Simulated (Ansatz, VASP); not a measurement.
# Ti in VASP and in Ansatz

```
Ti
1.0
    -1.60942    1.60942    1.60942
     1.60942   -1.60942    1.60942
     1.60942    1.60942   -1.60942
Ti
1
Direct
  0.00000 0.00000 0.00000
```

Alike in both runs: functional PBEsol; k mesh 12 × 12 × 12; occupations fermi-dirac, width 0.15 eV; no spin polarisation.

Ansatz relaxed the structure, and its values are those at the end. VASP's run is a single point on that final structure, the one shown.

```csv
,VASP,Ansatz
version,VASP 6.6.1,Ansatz 0.2.0
potentials or method,"VASP PAW PBE potentials, release 64 (Ti_sv)","plane waves, PAW"
plane-wave cutoff (eV),520,510
valence electrons in the cell,12,12
```

```csv
,VASP,Ansatz,Ansatz less VASP
pressure (GPa),-0.3,0.0,+0.25
```

Caveats: the PAW data sets were made with another functional, which shifts forces and pressure a little (VASP).
